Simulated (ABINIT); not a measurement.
# CO2 (I-42d) in ABINIT: single point with PBEsol

Aim: the single point of CO2 with PBEsol.

Everything below comes from runs of ABINIT 10.8.3 (patched build). Logs are shortened: lines on timing, memory, paths and dates and some standing lists are left out, and cuts for length are marked. The log counts tension as positive stress, the text compression.

## Step 1: The undisturbed crystal

Symmetry: I-42d, No. 122, tetragonal system. The conventional cell has a = 3.949 Å, b = 3.949 Å, c = 6.028 Å, α = 90.00°, β = 90.00°, γ = 90.00°. Around O (site symmetry 2) lie 2 C at 1.40 Å. C (site symmetry -4) has 4 O at 1.40 Å as nearest neighbours.

The cell comes from a database or a generator and needn't be the stable form of this composition.

## Step 2: Single point, PBEsol (atoms moved at random, drawn with an rms of 0.05 Å)

File run.abi:

```
# Pseudopotentials
pp_dirpath "./"
pseudos "O.upf, C.upf"

# Structure
acell 3*1.0 Angstrom
rprim
    -1.9747270000     1.9747270000     3.0140580000
     1.9747270000    -1.9747270000     3.0140580000
     1.9747270000     1.9747270000    -3.0140580000
ntypat 2
znucl 8 6
natom 6
typat 1 1 1 1 2 2
xcart
     1.3457033856     0.9731158447     3.8227388036
     0.6643653035     0.9935246482     0.7563778551
     2.9417705592     0.6610438127    -0.7373651772
    -0.9516189666     1.3159600475     2.1938092418
    -0.0050098824     0.0241173409     0.0418381391
     0.0105588653     1.9273631729     1.5155678263 Angstrom
chkprim 0
chksymtnons 0
tolsym 1.0e-6

# Plane-wave basis
ecut 42.0

# k points
kptopt 1
ngkpt 9 9 9
nshiftk 1
shiftk 0.0 0.0 0.0

# Exchange and correlation
ixc -116133

# Bands and occupations
nband 20
occopt 3
tsmear 0.05 eV

# SCF cycle
nstep 100
tolvrs 1.0e-10

# Output
iomode 3
prtwf 0
prteig 0
prtebands 0
enunit 2
prtden 1
prtvha 1
prtvclmb 1
prtpot 1
prtelf 1
```

Potentials or basis: PseudoDojo NC SR PBEsol v0.4.1 standard.

Command:

```
mpirun --bind-to none -np 4 abinit run.abi > log 2>&1
```

run.abo:

```text
.Version 10.8.3 of ABINIT
 Symmetries : space group P1 (#  1); Bravais aP (primitive triclinic)
================================================================================
 Values of the parameters that define the memory need of the present run
     intxc =       0    ionmov =       0      iscf =       7    lmnmax =       5
     lnmax =       5     mgfft =      48  mpssoang =       3    mqgrid =    3001
     natom =       6  nloc_mem =       1    nspden =       1   nspinor =       1
    nsppol =       1      nsym =       1    n1xccc =    2501    ntypat =       2
    occopt =       3   xclevel =       2
       mpw =        4148          nfft =      110592          nkpt =         365
================================================================================
================================================================================

--------------------------------------------------------------------------------
------------- Echo of variables that govern the present computation ------------
--------------------------------------------------------------------------------
 -outvars: echo values of preprocessed input variables --------
            acell      1.8897261259E+00  1.8897261259E+00  1.8897261259E+00 Bohr
              amu      1.59994000E+01  1.20110000E+01
          chkprim           0
      chksymtnons           0
             ecut      4.20000000E+01 Hartree
           enunit           2
                       outvar_i_n : Printing only first  50 k-points.
              ixc     -116133
                       outvar_i_n : Printing only first  50 k-points.
         kptrlatt        9    0    0      0    9    0      0    0    9
          kptrlen      6.71704777E+01
            natom           6
            nband          20
            ngfft          48      48      48
             nkpt         365
            nstep         100
             nsym           1
           ntypat           2
                       prtocc : prtvol=0, do not print more k-points.
           occopt           3
        prtebands           0
           prteig           0
           prtelf           1
           prtpot           1
         prtvclmb           1
           prtvha           1
            prtwf           0
            rprim     -1.9747270000E+00  1.9747270000E+00  3.0140580000E+00
                       1.9747270000E+00 -1.9747270000E+00  3.0140580000E+00
                       1.9747270000E+00  1.9747270000E+00 -3.0140580000E+00
          spgroup           1
           tolsym      1.00000000E-06
           tolvrs      1.00000000E-10
           tsmear      1.83746611E-03 Hartree
            typat      1  1  1  1  2  2
                       outvars : Printing only first  50 k-points.
           xangst      1.3457033856E+00  9.7311584470E-01  3.8227388036E+00
                       6.6436530350E-01  9.9352464820E-01  7.5637785510E-01
                       2.9417705592E+00  6.6104381270E-01 -7.3736517720E-01
                      -9.5161896660E-01  1.3159600475E+00  2.1938092418E+00
                      -5.0098824000E-03  2.4117340900E-02  4.1838139100E-02
                       1.0558865300E-02  1.9273631729E+00  1.5155678263E+00
            xcart      2.5430108455E+00  1.8389224353E+00  7.2239293897E+00
                       1.2554684712E+00  1.8774894844E+00  1.4293469938E+00
                       5.5591406821E+00  1.2491917632E+00 -1.3934182397E+00
                      -1.7982992231E+00  2.4868040824E+00  4.1456986395E+00
                      -9.4673056590E-03  4.5575169186E-02  7.9062624517E-02
                       1.9953363617E-02  3.6421885419E+00  2.8640081169E+00
             xred      8.8054400001E-01  9.7488300000E-01  5.8712400000E-01
                       3.7703499999E-01  2.9369200000E-01  4.1977699999E-01
                       4.5055000005E-02  6.2253400001E-01  9.1223100001E-01
                       6.9712999999E-01  1.2297999999E-01  9.2250999986E-02
                       1.3047000013E-02  5.6720000001E-03  4.8380000122E-03
                       7.3942400000E-01  2.5409000001E-01  4.9068100001E-01
            znucl        8.00000    6.00000

================================================================================

 chkinp: Checking input parameters for consistency.

================================================================================
== DATASET  1 ==================================================================

--- !DatasetInfo
iteration_state: {dtset: 1, }
dimensions: {natom: 6, nkpt: 365, mband: 20, nsppol: 1, nspinor: 1, nspden: 1, mpw: 4148, }
cutoff_energies: {ecut:  42.0, pawecutdg:  -1.0, }
electrons: {nelect:   3.20000000E+01, charge:   0.00000000E+00, occopt:   3.00000000E+00, tsmear:   1.83746611E-03, }
[... 113 lines left out ...]
    5        2.00000          5.08771857
    6        2.00000          5.72261973
================================================================================

 ----iterations are completed or convergence reached----

 Mean square residual over all n,k,spin=   13.476E-08; max=  79.690E-05
 reduced coordinates (array xred) for    6 atoms
       0.880544000006      0.974883000004      0.587124000001
       0.377034999990      0.293691999995      0.419776999985
       0.045055000005      0.622534000014      0.912231000007
       0.697129999990      0.122979999990      0.092250999986
       0.013047000013      0.005672000000      0.004838000012
       0.739423999996      0.254090000006      0.490681000007
 rms dE/dt=  2.0239E-01; max dE/dt=  4.5440E-01; dE/dt below (all hartree)
    1       0.111185306636      0.282242547109     -0.319101582444
    2       0.160239847321     -0.008242480612     -0.052477184669
    3       0.062574534916     -0.275697528267      0.068547439767
    4      -0.373043625687     -0.133411024097      0.454404262557
    5       0.164073021796      0.051850601798     -0.035051163291
    6      -0.125015502756      0.083242049972     -0.116315760173

 cartesian coordinates (angstrom) at end:
    1      1.34570338560000     0.97311584470000     3.82273880360000
    2      0.66436530350000     0.99352464820000     0.75637785510000
    3      2.94177055920000     0.66104381270000    -0.73736517720000
    4     -0.95161896660000     1.31596004750000     2.19380924180000
    5     -0.00500988240000     0.02411734090000     0.04183813910000
    6      0.01055886530000     1.92736317290000     1.51556782630000

 cartesian forces (hartree/bohr) at end:
    1      0.00493842825059     0.02785860601815    -0.03453703492125
    2      0.00813545285112    -0.01443840518441    -0.01334309776584
    3      0.02775528964317    -0.01756825948336     0.01870893534863
    4     -0.04300927997274    -0.01090086547482     0.04445900845858
    5     -0.00225113301785    -0.01728687030374    -0.01895485412533
    6      0.00443124224571     0.03233579442819     0.00366704300521
 frms,max,avg= 2.3048403E-02 4.4459008E-02   2.193E-07 -4.376E-07  3.295E-08 h/b

 cartesian forces (eV/Angstrom) at end:
    1      0.25394419090123     1.43254711943303    -1.77596574135703
    2      0.41834180574422    -0.74245264614693    -0.68612967412347
    3      1.42723437782412    -0.90339622520770     0.96205213655989
    4     -2.21162609836613    -0.56054504037677     2.28617413443798
    5     -0.11575791402065    -0.88892661181645    -0.97469778849776
    6      0.22786363791721     1.66277340411482     0.18856693298039
 frms,max,avg= 1.1851965E+00 2.2861741E+00   1.128E-05 -2.250E-05  1.694E-06 e/A
 length scales=  1.889726125908  1.889726125908  1.889726125908 bohr
              =  1.000000000000  1.000000000000  1.000000000000 angstroms
 Fermi (or HOMO) energy (hartree) =   0.11999   Average Vxc (hartree)=  -0.42008
 Eigenvalues (hartree) for nkpt= 365  k points:
 kpt#   1, nband= 20, wtk=  0.00137, kpt=  0.0000  0.0000  0.0000 (reduced coord)
  -0.80583   -0.62713   -0.61250   -0.58879   -0.45663   -0.28579   -0.27427   -0.23340
  -0.08947   -0.05909   -0.01530    0.02579    0.03377    0.03978    0.04805    0.05757
   0.34541    0.38492    0.40702    0.42384
      occupation numbers for kpt#   1
   2.00000    2.00000    2.00000    2.00000    2.00000    2.00000    2.00000    2.00000
   2.00000    2.00000    2.00000    2.00000    2.00000    2.00000    2.00000    2.00000
   0.00000    0.00000    0.00000    0.00000
 prteigrs : prtvol=0 or 1, do not print more k-points.

 Fermi (or HOMO) energy (eV) =   3.26511   Average Vxc (eV)= -11.43089
 Eigenvalues (   eV  ) for nkpt= 365  k points:
 kpt#   1, nband= 20, wtk=  0.00137, kpt=  0.0000  0.0000  0.0000 (reduced coord)
 -21.92768  -17.06505  -16.66704  -16.02178  -12.42556   -7.77664   -7.46332   -6.35113
  -2.43471   -1.60800   -0.41633    0.70187    0.91904    1.08238    1.30759    1.56669
   9.39922   10.47423   11.07553   11.53337
 prteigrs : prtvol=0 or 1, do not print more k-points.

--- !EnergyTerms
iteration_state     : {dtset: 1, }
comment             : Components of total free energy in Hartree
kinetic             :  5.24602629575341E+01
hartree             :  2.12818161752709E+01
xc                  : -2.07123376158714E+01
Ewald energy        : -5.47520138388790E+01
psp_core            :  3.39043532995956E+00
local_psp           : -6.85331495428855E+01
non_local_psp       : -1.09698085674784E+01
internal            : -7.78347951023497E+01
'-kT*entropy'       : -2.01372130972928E-13
total_energy        : -7.78347951023499E+01
total_energy_eV     : -2.11799267290683E+03
band_energy         : -7.71422066060736E+00
...

 Cartesian components of stress tensor (hartree/bohr^3)
  sigma(1 1)=  1.22668086E-04  sigma(3 2)=  1.61297474E-05
  sigma(2 2)=  1.23699012E-04  sigma(3 1)= -1.43175136E-05
  sigma(3 3)=  1.94390086E-04  sigma(2 1)= -8.64522265E-05

-Cartesian components of stress tensor (GPa)         [Pressure= -4.3225E+00 GPa]
- sigma(1 1)=  3.60901969E+00  sigma(3 2)=  4.74553553E-01
- sigma(2 2)=  3.63935058E+00  sigma(3 1)= -4.21235792E-01
- sigma(3 3)=  5.71915379E+00  sigma(2 1)= -2.54351232E+00

== END DATASET(S) ==============================================================
================================================================================

 -outvars: echo values of variables after computation  --------
            acell      1.8897261259E+00  1.8897261259E+00  1.8897261259E+00 Bohr
           etotal     -7.7834795102E+01
            fcart      4.9384282506E-03  2.7858606018E-02 -3.4537034921E-02
                       8.1354528511E-03 -1.4438405184E-02 -1.3343097766E-02
                       2.7755289643E-02 -1.7568259483E-02  1.8708935349E-02
                      -4.3009279973E-02 -1.0900865475E-02  4.4459008459E-02
                      -2.2511330179E-03 -1.7286870304E-02 -1.8954854125E-02
                       4.4312422457E-03  3.2335794428E-02  3.6670430052E-03
            rprim     -1.9747270000E+00  1.9747270000E+00  3.0140580000E+00
                       1.9747270000E+00 -1.9747270000E+00  3.0140580000E+00
                       1.9747270000E+00  1.9747270000E+00 -3.0140580000E+00
           strten      1.2266808610E-04  1.2369901187E-04  1.9439008609E-04
                       1.6129747434E-05 -1.4317513553E-05 -8.6452226531E-05
           xangst      1.3457033856E+00  9.7311584470E-01  3.8227388036E+00
                       6.6436530350E-01  9.9352464820E-01  7.5637785510E-01
                       2.9417705592E+00  6.6104381270E-01 -7.3736517720E-01
                      -9.5161896660E-01  1.3159600475E+00  2.1938092418E+00
                      -5.0098824000E-03  2.4117340900E-02  4.1838139100E-02
                       1.0558865300E-02  1.9273631729E+00  1.5155678263E+00
             xred      8.8054400001E-01  9.7488300000E-01  5.8712400000E-01
                       3.7703499999E-01  2.9369200000E-01  4.1977699999E-01
                       4.5055000005E-02  6.2253400001E-01  9.1223100001E-01
                       6.9712999999E-01  1.2297999999E-01  9.2250999986E-02
                       1.3047000013E-02  5.6720000001E-03  4.8380000122E-03
                       7.3942400000E-01  2.5409000001E-01  4.9068100001E-01
 Calculation completed.
```

Run time: 6.5 min. Hardware: 4 MPI ranks of Arm Neoverse V1, shared host; peak memory 0.8 GiB.

Results:

```yaml
Free_energy: -2117.9927 eV
Pressure: -4.3 GPa
Largest_force: 3.230 eV/Å
Band_gap_on_the_k_mesh: 7.19 eV, indirect (least direct gap 7.46 eV)
All_electrons_inside_the_program's_atomic_spheres: O 6.67, 6.76, 6.65, 6.69; C 5.09, 5.72
```

Forces in eV/Å, atoms in the order of the input:
```
O    0.254  1.433 -1.776
O    0.418 -0.742 -0.686
O    1.427 -0.903  0.962
O   -2.212 -0.561  2.286
C   -0.116 -0.889 -0.975
C    0.228  1.663  0.189
```

Levels at points of the mesh, in eV from the valence-band top:
```
           k point  band 14  band 15  band 16  band 17  band 18  band 19
(0.00, 0.00, 0.00)    -1.03    -0.80    -0.54     7.29     8.36     8.97
```

Caveat: an odd mesh through Γ misses points on the zone boundary, where band edges often lie.
